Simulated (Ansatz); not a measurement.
A (102) slab of Si₂W (I4/mmm (No. 139)), 27 planes, outer planes Si (top) and Si (bottom), with 27 atoms (Si18W9) in a surface cell of A = 32.458 Å², as cut from the bulk:

```
CELL_PARAMETERS angstrom
3.21129 0.00000 0.00000
0.00000 10.10750 0.00000
0.00000 0.00000 25.75987
ATOMIC_POSITIONS crystal
Si 0.00000 0.40152 0.29115
W 0.50000 0.60094 0.30748
Si 0.00000 0.80037 0.32381
Si 0.50000 0.00246 0.33928
W 0.00000 0.20188 0.35561
Si 0.50000 0.40131 0.37194
Si 0.00000 0.60340 0.38741
W 0.50000 0.80283 0.40374
Si 0.00000 0.00225 0.42007
Si 0.50000 0.20434 0.43554
W 0.00000 0.40377 0.45187
Si 0.50000 0.60319 0.46820
Si 0.00000 0.80529 0.48367
W 0.50000 0.00471 0.50000
Si 0.00000 0.20413 0.51633
Si 0.50000 0.40623 0.53180
W 0.00000 0.60565 0.54813
Si 0.50000 0.80508 0.56446
Si 0.00000 0.00717 0.57993
W 0.50000 0.20659 0.59626
Si 0.00000 0.40602 0.61259
Si 0.50000 0.60811 0.62806
W 0.00000 0.80754 0.64439
Si 0.50000 0.00696 0.66072
Si 0.00000 0.20905 0.67619
W 0.50000 0.40848 0.69252
Si 0.00000 0.60790 0.70885
```

All numbers below come from DFT r2SCAN, scalar-relativistic, plane waves, PAW in Ansatz. Plane waves to 500 eV, a k mesh through Γ of 11×4×1 on the computed 27-atom cell and Gaussian smearing (0.10 eV); no spin polarisation.

Against the same 27 atoms in the bulk, the slab as cut lies 10.777 eV higher and the relaxed slab 10.177 eV higher.

Q: Work out the surface energy before and after relaxation.

A: The slab has two faces, so γ = (E_slab − N·E_bulk)/(2A), the mean of both. As cut: 10.777/(2 × 32.458) = 0.1660 eV/Å², and 1 eV/Å² = 16.02 J/m², so γ = 2.66 J/m². Relaxed: 10.177/(2 × 32.458) = 0.1568 eV/Å² = 2.51 J/m². Relaxation recovers 6 % of the cost of cutting.

Q: What is the ideal work of this cut, per area?

A: Griffith's ideal work is 2γ: 5.32 J/m² if the new faces stay rigid, 5.02 J/m² if they relax. Other cuts parallel to this plane can cost less. One thickness was run, 27 planes, so γ can still shift with it.